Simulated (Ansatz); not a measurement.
## How many bands does the GW gap of InGa2As2P (zincblende [001] superlattice) need?

Aim: see how the G0W0 gap of InGa2As2P (zincblende [001] superlattice) on PBEsol moves with empty bands and screening cutoff, and what each rung costs.

Main program and level: Ansatz 0.2.0; G0W0 on PBEsol, plane waves, PAW; PAW set soft_1.

## Step 1: Starting point

The cell holds 12 atoms: 2 In, 2 P, 4 Ga and 4 As. Its edges and angles: a = 4.054 Å, b = 4.047 Å, c = 17.222 Å, α = 90.0°, β = 90.0°, γ = 90.0°. It derives from InP. Regions: InP, 4 atoms (2 In and 2 P); GaAs, 8 atoms (4 Ga and 4 As). The structure's axis is c.

The structure was relaxed with PBEsol. The runs that relaxed it are not among those shown.

## Step 2: 298 empty bands, screening to 60 eV

G0W0 replaces the xc potential by the self-energy, built once from these orbitals. Only a window of levels is corrected, while the sums run over the empty bands that the input names. This step takes PAW set soft_1 files.

Input file input.yaml:

```yaml
crystal:
  lattice:
    - [4.0538311989, 0.0, 0.0]
    - [0.0, 4.0469425135, 0.0]
    - [0.0, 0.0, 17.2224778449]
  atoms:
    - { symbol: In, position: [0.0, 0.0, 0.0484325628] }
    - { symbol: P, position: [0.5, 0.0, 0.1359450208] }
    - { symbol: In, position: [0.5, 0.5, 0.2238114049] }
    - { symbol: P, position: [0.0, 0.5, 0.3121398868] }
    - { symbol: Ga, position: [0.0, 0.0, 0.3867918789] }
    - { symbol: As, position: [0.5, 0.0, 0.4678000938] }
    - { symbol: Ga, position: [0.5, 0.5, 0.5489188677] }
    - { symbol: As, position: [0.0, 0.5, 0.6299707883] }
    - { symbol: Ga, position: [0.0, 0.0, 0.7112555819] }
    - { symbol: As, position: [0.5, 0.0, 0.7923020257] }
    - { symbol: Ga, position: [0.5, 0.5, 0.8737366578] }
    - { symbol: As, position: [0.0, 0.5, 0.9539022846] }
kpoints:
  mp_grid: { grid: [4, 4, 2] }
hamiltonian:
  xc: pbesol
  pseudopotentials: { kind: paw, azcp: { folder: soft_1 }, xc_functional: pbe }
scf:
  occupations: { method: fixed }
gw:
  n_empty_bands: 298
  ecut_chi: 60
  qp_bands: [v4, c4]
  qp_kpoints: band_edges
  screening: { model: contour_deformation }
```

On the command line:

```
ansatz run input.yaml --threads 3 --pin off --max-ram 92160MiB --backend cuda --events-out ev --progress --plain --runs-dir out --devices 1 --max-vram 13GiB
```

Numbers of over 12 decimals in the logs are rounded to 6 here.

The log of the run:

```text
GPUs: using 1 of 1 available (devices: 1).
Engine: ansatz 0.2.0, x86_64-unknown-linux-gnu
Pseudopotentials: kind: paw
Pseudopotential: In, paw, valence charge 13, recommended cutoff 420 eV (normal), soft_1/In.paw.azcp
Pseudopotential: P, paw, valence charge 5, recommended cutoff 420 eV (normal), soft_1/P.paw.azcp
Pseudopotential: Ga, paw, valence charge 13, recommended cutoff 420 eV (normal), soft_1/Ga.paw.azcp
Pseudopotential: As, paw, valence charge 15, recommended cutoff 420 eV (normal), soft_1/As.paw.azcp
Functional definition: PBEsol
  exchange = pbesol_x
  correlation = pbesol_c
device memory: the entry about to start is reckoned to put 4.7 GiB on a device that reports 44.6 GiB free (of which the cap on the GPU budget leaves the run 13.0 GiB)
GPU FFT provider: cuFFT
GPU libraries: cuBLAS 13.8.2, cuFFT 12.4.0, cuSOLVER 12.3.4
Crystal: 12 atoms, lattice volume = 282.545 Å³
Basis set: ecut = 420 eV, 5545 PW (Γ)
Bands: 89, of which v1, the nominal top of the filled ones, is band 74 counted from 1 (73 counted from 0)
Symmetry: 4 space group operations
Space group: Pmm2 (ITA 25), of the structure as read, at distance tolerance 6.6e-5 Å
k-points: 18 of 32
Non-local potential: In, projectors of the file, l = 0: 2, l = 1: 2, l = 2: 2, l = 3: 1
Non-local potential: P, projectors of the file, l = 0: 2, l = 1: 2, l = 2: 1
Non-local potential: Ga, projectors of the file, l = 0: 2, l = 1: 2, l = 2: 3, l = 3: 1
Non-local potential: As, projectors of the file, l = 0: 2, l = 1: 2, l = 2: 3, l = 3: 1
PAW form: soft (Blöchl's): semilocal exchange-correlation on the pseudo side does not see the compensation charge
PAW frozen core: In, regenerated for the run's functional, and the local potential with it (the file was generated under x = pbe(κ = 0.804, μ = 0.219515), c = pbe(β = 0.066725))
PAW frozen core: P, regenerated for the run's functional, and the local potential with it (the file was generated under x = pbe(κ = 0.804, μ = 0.219515), c = pbe(β = 0.066725))
PAW frozen core: Ga, regenerated for the run's functional, and the local potential with it (the file was generated under x = pbe(κ = 0.804, μ = 0.219515), c = pbe(β = 0.066725))
PAW frozen core: As, regenerated for the run's functional, and the local potential with it (the file was generated under x = pbe(κ = 0.804, μ = 0.219515), c = pbe(β = 0.066725))
PAW one-centre angular grid: In, 590 points (default); XC on 64 Gauss nodes
PAW one-centre angular grid: P, 110 points (default); XC on 64 Gauss nodes
PAW one-centre angular grid: Ga, 590 points (default); XC on 64 Gauss nodes
PAW one-centre angular grid: As, 590 points (default); XC on 64 Gauss nodes
Initial density: superposition of atomic densities (chi_scale 0.1, normalization cell, long waves kept (reshape's long-wave potential 0.96 eV rms))
Initial wavefunctions: pseudopotential atomic-orbital guess
GPU buffer pool allocated for 108000 grid points (all kernels)
GPU transforms: local potential and band sums: pruned to the plane-wave sphere, on 27×27×120
Functional: x = pbesol(κ = 0.804, μ = 0.123457), c = pbesol(β = 0.046)
SCF iter   1: F=—  HF=-46760.750749 eV  |F-HF|=—  |Δ(HF+E_count)|=         —  Δρ=3.97e-2  dr2=1.21e1  ethr=3.10e-3  ⟨swp⟩=5.0  Hψ=5608  notcnv=0  defer=219
preconditioner: auto → Resta (q_TF=auto, 2.450 Å⁻¹)  ε∞=3.7  [insulator: Δε(μ)=0.068 eV  Ē_g=13.895 eV  n_scr=76 (ndim 8)  ℏωp=23.0 eV  f_vac=0.000  ε∞_Penn≈3.7]
SCF iter   2: F=—  HF=-46759.309959 eV  |F-HF|=—  |Δ(HF+E_count)|=    1.44e0  Δρ=2.30e-2  dr2=2.05e0  ethr=3.10e-3  ⟨swp⟩=2.9  Hψ=2090  notcnv=0  defer=215
SCF iter   3: F=—  HF=-46759.044948 eV  |F-HF|=—  |Δ(HF+E_count)|=   2.65e-1  Δρ=1.27e-2  dr2=4.39e-1  ethr=1.39e-3  ⟨swp⟩=2.1  Hψ=1908  notcnv=0  defer=228
SCF iter   4: F=—  HF=-46758.963340 eV  |F-HF|=—  |Δ(HF+E_count)|=   8.16e-2  Δρ=1.92e-3  dr2=1.68e-2  ethr=2.97e-4  ⟨swp⟩=3.5  Hψ=2767  notcnv=0  defer=233
SCF iter   5: F=—  HF=-46758.963753 eV  |F-HF|=—  |Δ(HF+E_count)|=   4.13e-4  Δρ=1.25e-3  dr2=4.99e-3  ethr=1.13e-5  ⟨swp⟩=3.0  Hψ=2806  notcnv=0  defer=234
SCF iter   6: F=—  HF=-46758.965269 eV  |F-HF|=—  |Δ(HF+E_count)|=   1.52e-3  Δρ=4.85e-4  dr2=1.25e-3  ethr=3.37e-6  ⟨swp⟩=2.1  Hψ=2456  notcnv=0  defer=234
SCF iter   7: F=—  HF=-46758.965793 eV  |F-HF|=—  |Δ(HF+E_count)|=   5.24e-4  Δρ=1.50e-4  dr2=2.05e-4  ethr=8.43e-7  ⟨swp⟩=2.0  Hψ=2815  notcnv=0  defer=234
SCF iter   8: F=—  HF=-46758.965852 eV  |F-HF|=—  |Δ(HF+E_count)|=   5.95e-5  Δρ=5.72e-5  dr2=1.47e-5  ethr=1.38e-7  ⟨swp⟩=2.1  Hψ=2822  notcnv=0  defer=233
SCF iter   9: F=—  HF=-46758.965868 eV  |F-HF|=—  |Δ(HF+E_count)|=   1.59e-5  Δρ=2.79e-5  dr2=4.39e-6  ethr=9.95e-9  ⟨swp⟩=2.1  Hψ=2544  notcnv=0  defer=232
SCF iter  10: F=—  HF=-46758.965869 eV  |F-HF|=—  |Δ(HF+E_count)|=   9.92e-7  Δρ=1.01e-5  dr2=3.71e-7  ethr=2.97e-9  ⟨swp⟩=2.0  Hψ=2779  notcnv=0  defer=232
SCF iter  11: F=—  HF=-46758.965870 eV  |F-HF|=—  |Δ(HF+E_count)|=   3.02e-7  Δρ=3.45e-6  dr2=1.01e-7  ethr=6.76e-11  ⟨swp⟩=12.8  Hψ=7908  notcnv=0
SCF iter  12: F=-46758.965870 eV  HF=-46758.965870 eV  |F-HF|=2.70e-9  |Δ(HF+E_count)|=   2.89e-8  Δρ=1.43e-6  dr2=9.34e-9  ethr=6.76e-11  ⟨swp⟩=3.0  Hψ=3265  notcnv=0
SCF 1 converged in 12 iterations: F = -46758.965870 eV  dr2 = 9.34e-9
  greatest PAW one-centre occupation: 0.999 electrons in one spin orbital (limit 2), on the As atom at site 7 (counted from 0), in its partial waves of l = 2
device memory: the entry about to start is reckoned to put 5.6 GiB (of the 5.8 GiB reckoned in all, the device holds 0.2 GiB already) on a device that reports 44.5 GiB free (of which the cap on the GPU budget leaves the run 12.8 GiB)
NSCF: frozen V_eff on 18 k-points
the band table was solved once the SCF had ended and its energy, with any forces and stress, was formed, with the checks that follow a solve (5956 applications of the Hamiltonian). They found nothing against the state; the energy, forces and stress were not computed again (output.eigenvalues in the input reference)
device memory: the entry about to start is reckoned to put 6.6 GiB on a device that reports 44.5 GiB free (of which the cap on the GPU budget leaves the run 13.0 GiB)
NSCF: frozen V_eff on 18 k-points
G₀W₀ screening: q 1/18
[... further progress lines ...]
SCF converged after 12 iterations
Free energy (F): -46758.965870 eV
Harris-Foulkes:  -46758.965870 eV  (|F-HF|=2.70e-9)
Internal energy: -46758.965870 eV  (E = F + TS)
E sigma→0 (E₀):  -46758.965870 eV
Fermi energy:    7.559403 eV
--- Per-component energies (eV) ---
  E_band       = -1414.605494
  E_kinetic    = 1415.124557
  E_local      = -21584.289332  (includes V_loc(G=0)·N_el)
  E_nonlocal   = -1213.707978
  E_hartree    = 11721.455593
  E_xc         = -958.232093
  E_vxc        = -819.776885  (∫ρ·V_xc dr)
  E_paw        = -25057.516840  (= ΣΔE_a)
  E_vpaw       = -2654.873890  (= ΣTr[D̂ρ^β])
  E_aug_tail   = -0.000574  (compensation charges beyond the density's cutoff)
  E_ewald      = -11089.680838
  E_core_change = 7.881637  (= ΣΔE_core)
  E_smearing   = -0.000000  (= −TS)
  E_closure    = -0.000000  (closes the sum)
  Σ components = -46758.965870   (vs F -46758.965870, Δ=0.00e0)
--- Band table (eV; the first three rows and the last of 18) ---
  k-point 0: bands = [... 70 lower, 6.6600, 7.4006, 7.4589, 7.5594, 7.8679, 8.7709, 8.9228, 9.0972, ... 11 higher]
  k-point 1: bands = [... 70 lower, 6.9983, 7.0587, 7.2320, 7.4114, 8.6689, 8.8375, 8.9851, 9.0704, ... 11 higher]
  k-point 2: bands = [... 70 lower, 6.6230, 6.6466, 6.7469, 7.1857, 8.8854, 9.0834, 9.3657, 9.5670, ... 11 higher]
  k-point 17: bands = [... 70 lower, 4.7145, 4.7516, 4.7603, 4.7620, 9.2537, 9.3212, 9.4566, 9.5120, ... 11 higher]
--- G₀W₀: contour deformation, 8 samples at zero and on the imaginary axis and 1 off it, 32 q-points, 298 empty bands' worth ---
  eigenvalues of the whole cell's RPA ε∞ on this k-mesh (on a slab, of 1 + 4πα/V) = 53.5413, 78.9732, 143.1479; static W/v taken at q = 0 is 0.005583
  gw.qp_kpoints: band_edges: 11 of 18 stored k-points solved, in 1 pass; an edge of the gap read off the rows below is read off those points alone
    valence top: of the k-points left out ik 3 came nearest to being solved in a further pass, in band 74 (counted from 1, as in the quasiparticle table): it holds the edge there only if its correction is more favourable than any solved in that band by at least 0.501 eV; those differ by 0.139 eV
    conduction bottom: of the k-points left out ik 3 came nearest to being solved in a further pass, in band 75 (counted from 1, as in the quasiparticle table): it holds the edge there only if its correction is more favourable than any solved in that band by at least 0.681 eV; those differ by 0.451 eV
  `?` marks the rows in doubt; gw_qp.tsv's column doubts and the gw_qp event give each row's grounds
    ik  band        ε_KS         Σx   Σc(E_QP)       V_xc       Z   E_QP_lin       E_QP  E_QP is
     0    71      6.6600   -16.0919     1.7177   -14.2500  0.7370     6.5350     6.5359  root
     0    72      7.4006   -16.1790     0.9872   -15.1674  0.7479     7.3762     7.3763  root
     0    73      7.4589   -16.8249     1.4790   -15.2790  0.7445     7.3918     7.3920  root
     0    74      7.5594   -16.7314     1.4528   -15.2184  0.7456     7.4990     7.4991  root
     0    75      7.8679   -11.5930    -3.1472   -15.3778  0.7600     8.5698     8.5054  root ?
     0    76      8.7709    -6.9809    -3.6697   -10.8813  0.7602     9.0055     9.0015  root
     0    77      8.9228    -7.6351    -3.6401   -11.5611  0.7583     9.2164     9.2086  root
     0    78      9.0972    -7.3901    -3.6912   -11.3743  0.7584     9.3988     9.3901  root
     1    71      6.9983   -16.4723     1.6051   -14.7678  0.7396     6.8984     6.8989  root
     1    72      7.0587   -16.4780     1.5883   -14.8016  0.7394     6.9701     6.9705  root
     1    73      7.2320   -16.5251     1.5211   -14.9196  0.7433     7.1473     7.1476  root
     1    74      7.4114   -16.4332     1.4742   -14.8903  0.7447     7.3424     7.3426  root
     1    75      8.6689    -8.3729    -3.4683   -12.1787  0.7559     9.0155     9.0064  root
     1    76      8.8375    -7.6635    -3.5794   -11.5162  0.7596     9.1173     9.1109  root
     1    77      8.9851   -10.5531    -3.2072   -14.2337  0.7520     9.4820     9.4584  root
     1    78      9.0704   -10.2175    -3.2322   -13.8612  0.7501     9.4974     9.4819  root
     2    71      6.6230   -16.2908     1.7747   -14.3954  0.7362     6.5015     6.5023  root
     2    72      6.6466   -15.9311     1.3893   -14.4639  0.7422     6.5684     6.5687  root
     2    73      6.7469   -15.8020     1.3449   -14.3849  0.7437     6.6744     6.6746  root
     2    74      7.1857   -16.7001     1.5994   -15.0187  0.7416     7.1033     7.1036  root
     2    75      8.8854    -9.7166    -3.4169   -13.6327  0.7562     9.4123     9.3847  root
     2    76      9.0834    -9.7988    -3.4998   -13.8057  0.7560     9.6197     9.5905  root
     2    77      9.3657    -7.5813    -3.7749   -11.6553  0.7558     9.6745     9.6647  root
     2    78      9.5670    -9.2789    -3.7449   -13.5047  0.7471    10.0731    10.0478  root
     4    71      6.2746   -16.2529     1.8878   -14.2220  0.7358     6.1302     6.1315  root
[...]
17    71      4.7145   -15.1825     2.2593   -12.7255  0.7127     4.5139     4.5169  root
    17    72      4.7516   -15.4030     2.2873   -12.9080  0.7145     4.5405     4.5438  root
    17    73      4.7603   -15.3821     2.3020   -12.8742  0.7132     4.5512     4.5544  root
    17    74      4.7620   -15.1166     2.2017   -12.7153  0.7159     4.5593     4.5624  root
    17    75      9.2537    -7.0460    -3.5905   -10.8601  0.7618     9.4810     9.4773  root
    17    76      9.3212    -7.0649    -3.6348   -10.9216  0.7608     9.5466     9.5431  root
    17    77      9.4566    -6.9834    -3.6408   -10.8227  0.7617     9.6578     9.6550  root
    17    78      9.5120    -7.0076    -3.6790   -10.8842  0.7610     9.7124     9.7097  root
```

Run time: 66 s. Hardware: 1 × NVIDIA H100 80GB HBM3 (shared by 6 runs) with 3 threads of AMD EPYC 7R13 (Zen 3), shared host; peak memory 2.2 GiB; 1.8 min of CPU time.

Numbers from this step:

```
bands summed                                 : 372
RPA ε∞ on this mesh (eigenvalues)            : 53.54, 78.97, 143.1
plane waves in the screening matrix          : 321
q-points in the mesh                         : 32
G0W0 gap on the mesh                         : 1.006 eV
k of the valence top                         : 0, 0, 0
k of the conduction bottom                   : 0, 0, 0
starting gap on the mesh                     : 0.3084 eV
Z at the valence top                         : 0.7456
Z at the conduction bottom                   : 0.7600
least direct G0W0 gap on the computed points : 1.006 eV
```

The gap on the mesh goes from 0.31 eV to 1.01 eV, a correction of +0.70 eV. The program marks an edge row as in doubt. Between the two edge states, bare exchange in place of the xc potential would open the gap by 5.30 eV, and correlation takes back 4.60 eV.

## Step 3: 1178 empty bands, screening to 150 eV

Bands and screening cutoff are moved together, since each hides the error of the other.

input.yaml: that of step 2 with these lines changed.

```diff
@@ -26,4 +26,4 @@
 gw:
-  n_empty_bands: 298
-  ecut_chi: 60
+  n_empty_bands: 1178
+  ecut_chi: 150.0
   qp_bands: [v4, c4]
```

The log of the run:

```text
GPUs: using 1 of 1 available (devices: 1).
[...]
GPU FFT provider: cuFFT
GPU libraries: cuBLAS 13.8.2, cuFFT 12.4.0, cuSOLVER 12.3.4
Crystal: 12 atoms, lattice volume = 282.545 Å³
Basis set: ecut = 420 eV, 5545 PW (Γ)
Bands: 89, of which v1, the nominal top of the filled ones, is band 74 counted from 1 (73 counted from 0)
[... 1 set-up line as in the run before ...]
[...]
k-points: 18 of 32
[...]
GPU buffer pool allocated for 108000 grid points (all kernels)
[...]
SCF iter   1: F=—  HF=-46760.750749 eV  |F-HF|=—  |Δ(HF+E_count)|=         —  Δρ=3.97e-2  dr2=1.21e1  ethr=3.10e-3  ⟨swp⟩=5.0  Hψ=5608  notcnv=0  defer=219
[...]
SCF iter  12: F=-46758.965870 eV  HF=-46758.965870 eV  |F-HF|=2.70e-9  |Δ(HF+E_count)|=   2.89e-8  Δρ=1.43e-6  dr2=9.34e-9  ethr=6.76e-11  ⟨swp⟩=3.0  Hψ=3265  notcnv=0
SCF 1 converged in 12 iterations: F = -46758.965870 eV  dr2 = 9.34e-9
[...]
NSCF: frozen V_eff on 18 k-points
[...]
G₀W₀ screening: q 1/18
[... further progress lines ...]
SCF converged after 12 iterations
Free energy (F): -46758.965870 eV
[...]
Internal energy: -46758.965870 eV  (E = F + TS)
E sigma→0 (E₀):  -46758.965870 eV
Fermi energy:    7.559403 eV
[...]
--- Band table (eV; the first three rows and the last of 18) ---
  k-point 0: bands = [... 70 lower, 6.6600, 7.4006, 7.4589, 7.5594, 7.8679, 8.7709, 8.9228, 9.0972, ... 11 higher]
  k-point 1: bands = [... 70 lower, 6.9983, 7.0587, 7.2320, 7.4114, 8.6689, 8.8375, 8.9851, 9.0704, ... 11 higher]
  k-point 2: bands = [... 70 lower, 6.6230, 6.6466, 6.7469, 7.1857, 8.8854, 9.0834, 9.3657, 9.5670, ... 11 higher]
  k-point 17: bands = [... 70 lower, 4.7145, 4.7516, 4.7603, 4.7620, 9.2537, 9.3212, 9.4566, 9.5120, ... 11 higher]
[...]
0    71      6.6600   -16.0919     1.3720   -14.2500  0.7350     6.1672     6.1902  root
     0    72      7.4006   -16.1790     0.5995   -15.1674  0.7448     6.9741     6.9885  root
     0    73      7.4589   -16.8249     1.0900   -15.2790  0.7415     6.9829     7.0030  root
     0    74      7.5594   -16.7314     1.0614   -15.2184  0.7428     7.0882     7.1078  root
     0    75      7.8679   -11.5930    -3.5686   -15.3778  0.7582     8.0870     8.0840  root
     0    76      8.7709    -6.9809    -3.8779   -10.8813  0.7598     8.7934     8.7934  root
     0    77      8.9228    -7.6351    -3.8728   -11.5611  0.7576     8.9760     8.9759  root
     0    78      9.0972    -7.3901    -3.9312   -11.3743  0.7575     9.1502     9.1500  root
[...]
17    75      9.2537    -7.0460    -3.8139   -10.8601  0.7609     9.2540     9.2540  root
    17    76      9.3212    -7.0649    -3.8510   -10.9216  0.7601     9.3269     9.3269  root
    17    77      9.4566    -6.9834    -3.8486   -10.8227  0.7610     9.4473     9.4473  root
    17    78      9.5120    -7.0076    -3.8805   -10.8842  0.7605     9.5082     9.5082  root
```

It took 3.5 min on 1 × NVIDIA H100 80GB HBM3 (shared by 6 runs) with 3 threads; peak memory 7.4 GiB.

This step gave:

| Quantity | Value |
| --- | --- |
| bands summed | 1252 |
| RPA ε∞ on this mesh (eigenvalues) | 53.56, 79.03, 143.3 |
| plane waves in the screening matrix | 1147 |
| q-points in the mesh | 32 |
| G0W0 gap on the mesh | 0.9762 eV |
| k of the valence top | 0, 0, 0 |
| k of the conduction bottom | 0, 0, 0 |
| starting gap on the mesh | 0.3084 eV |
| Z at the valence top | 0.7428 |
| Z at the conduction bottom | 0.7582 |
| least direct G0W0 gap on the computed points | 0.9762 eV |

Against the run with 4×4×2 mesh, 298 empty bands, screening to 60 eV, PAW set soft_1 files, the gap moves by −0.03 eV.

## Step 4: Side by side

Times are wall times on 1 × NVIDIA H100 80GB HBM3 (shared by 6 runs) with 3 threads of AMD EPYC 7R13 (Zen 3), shared host, good to a factor of about two.

| mesh | files | frequency | bands summed | cutoff (eV) | start (eV) | G0W0 (eV) | time | host memory (GiB) |
| --- | --- | --- | --- | --- | --- | --- | --- | --- |
| 4×4×2 | PAW set soft_1 | contour deformation | 372 | 60 | 0.308 | 1.006 | 66 s | 2.2 |
| 4×4×2 | PAW set soft_1 | contour deformation | 1252 | 150 | 0.308 | 0.976 | 3.5 min | 7.4 |

How the two edges are built up, in eV (the quasiparticle level is the starting level plus Σx plus Σc less Vxc):

| run | edge | start | Σx | Σc | Vxc | Z | QP |
| --- | --- | --- | --- | --- | --- | --- | --- |
| 372 bands | valence top | 7.56 | -16.73 | 1.45 | -15.22 | 0.75 | 7.50 |
| 372 bands | conduction bottom | 7.87 | -11.59 | -3.15 | -15.38 | 0.76 | 8.51 |
| 1252 bands | valence top | 7.56 | -16.73 | 1.06 | -15.22 | 0.74 | 7.11 |
| 1252 bands | conduction bottom | 7.87 | -11.59 | -3.57 | -15.38 | 0.76 | 8.08 |

## Step 5: Results

```json
{"372 bands, 60 eV": "1.006 eV", "1252 bands, 150 eV": "0.976 eV", "mesh and start": "4×4×2, PBEsol"}
```

**Reading.** From 372 to 1252 bands the gap moves by −0.03 eV while the time grows 3.2-fold. Σc changes by −0.39 eV at the valence top and −0.42 eV at the conduction bottom, so the levels themselves move more than the gap between them. The 4×4×2 mesh is coarse for this cell (its supercell is 16 Å along the shortest edge). The RPA ε∞ on it, from the PBEsol start, is 53.56, 79.03 and 143.29; such meshes misread the long-range screening, most where the gap is narrow. On this mesh the RPA ε∞ passes 90, more than nearly any semiconductor shows; a coarse mesh does this where one point with a narrow direct gap carries much weight. The screening is then too strong, and the G0W0 gap should not be taken as the material's. The many-body steps are scalar-relativistic: spin-orbit coupling is not in them.

[Paths, hosts, dates, memory and timing lines, banners, echoed tables and standing remarks are left out of the program output.]

[Logs are printed without paths, hosts, clocks, repeated set-up lines and the standing remarks that a program may print on its own settings, such as how far it seeks lower states.]

[Runs of the session that timed out or met a known fault of the program may be left out.]

[Cells called generated may have been cut or substituted from an entry of the Crystallography Open Database or the Materials Project.]

[Hosts, paths, dates, database ids (printed as entryN), source tags and the programs' standing remarks are cut or masked in the printed files.]
